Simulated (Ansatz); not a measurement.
AgBr:

```
Ag Br
1.0
     0.00000    2.87015    2.87015
     2.87015    0.00000    2.87015
     2.87015    2.87015    0.00000
Ag Br
1 1
Cartesian
  0.0000 0.0000 0.0000
  2.8702 2.8702 2.8702
```

Program: Ansatz 0.2.0. Alike in all runs: task band structure; cell as given; k mesh 8 × 8 × 8; smearing fermi-dirac 0.05 eV. Hardware: 2 threads of AMD EPYC 7B13 (Zen 3), with other jobs on the host.

Problem. Order these runs on this cell by their wall time, lowest first.
A. level RPBE; potentials or basis Ansatz PAW; spin off; cutoff (eV) 420
B. level r2SCAN; potentials or basis Ansatz PAW; spin SOC, no magnetisation; cutoff (eV) 500
C. level PBEsol; potentials or basis PseudoDojo standard (PBEsol files); spin off; cutoff (eV) 1116

Solution. A (2.4 s), C (5.4 s), B (21 s).

Runs at the PBE level aren't shown here.
